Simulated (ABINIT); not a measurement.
Crystal: K.

```
CELL_PARAMETERS angstrom
-2.69756 2.69756 2.69756
2.69756 -2.69756 2.69756
2.69756 2.69756 -2.69756
ATOMIC_POSITIONS crystal
K 0.00000 0.00000 0.00000
```

* Program: ABINIT 10.8.3 (patched build)
* Task: relaxation of cell and atoms
* Functional: PBE
* Potentials or basis: JTH PAW PBE v2.0
* Cutoff: 435 eV
* k mesh: 5 × 5 × 5
* Occupations: fermi-dirac, width 0.05 eV
* Spin: no spin polarisation

At the start: pressure -0.2 GPa; volume 78.52 Å³/atom.

Question: How do energy, volume and symmetry change on relaxing?

Answer: Over 3 steps the energy falls by 3.1 meV/atom and the volume is 73.65 Å³/atom (-6.2 %); space group Im-3m (No. 229, to 0.05 Å).

The path:
| step | energy change (eV) | largest force (eV/Å) | pressure (GPa) | volume (Å³) |
| --- | --- | --- | --- | --- |
| 1 | 0.0000 | 0.0000 | -0.20 | 78.52 |
| 2 | -0.0001 | 0.0000 | -0.20 | 78.47 |
| 3 | -0.0031 | 0.0000 | 0.00 | 73.65 |

Final structure:
```
CELL_PARAMETERS angstrom
-2.64058 2.64058 2.64058
2.64058 -2.64058 2.64058
2.64058 2.64058 -2.64058
ATOMIC_POSITIONS crystal
K 0.00000 0.00000 0.00000
```
